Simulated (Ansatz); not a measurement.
The system is Ni.

```
Ni
1.0
     2.44802    0.00000    0.00000
    -1.22401    2.12005    0.00000
     0.00000    0.00000    4.07281
Ni
2
Direct
  0.66667 0.33333 0.75000
  0.33333 0.66667 0.25000
```

This isn't the form of Ni at room conditions, which is fcc.

* Program: Ansatz 0.2.0
* Task: relaxation of cell and atoms
* Functional: PBEsol
* Potentials or basis: all-electron LAPW, scalar-relativistic
* Basis error allowed: 0.001 eV/atom
* k mesh: 12 × 12 × 7
* Occupations: fermi-dirac, width 0.05 eV
* Spin: collinear spin, ferromagnetic start
* Starting moments: [1.0, 1.0] μB

At the start: volume 10.57 Å³/atom.

How do energy, volume and symmetry change on relaxing?

Over 5 steps the energy falls by 2.8 meV/atom and the volume is 10.42 Å³/atom (-1.4 %); space group P6_3/mmc (No. 194, to 0.05 Å); moment 1.30 μB per cell.

Step by step:
| step | energy change (eV) | largest force (eV/Å) | volume (Å³) |
| --- | --- | --- | --- |
| 1 | 0.0000 | 0.0000 | 21.14 |
| 2 | -0.0037 | 0.0000 | 20.99 |
| 3 | -0.0057 | 0.0000 | 20.83 |
| 4 | -0.0057 | 0.0000 | 20.84 |
| 5 | -0.0057 | 0.0000 | 20.84 |

Final structure:
```cif
data_structure
_symmetry_space_group_name_H-M 'P 1'
_symmetry_Int_Tables_number 1
_cell_length_a 2.4497
_cell_length_b 2.4497
_cell_length_c 4.0105
_cell_angle_alpha 90.000
_cell_angle_beta 90.000
_cell_angle_gamma 120.000
_cell_volume 20.84
loop_
_atom_site_label
_atom_site_type_symbol
_atom_site_fract_x
_atom_site_fract_y
_atom_site_fract_z
_atom_site_occupancy
Ni1 Ni 0.66667 0.33333 0.75000 1
Ni2 Ni 0.33333 0.66667 0.25000 1
```
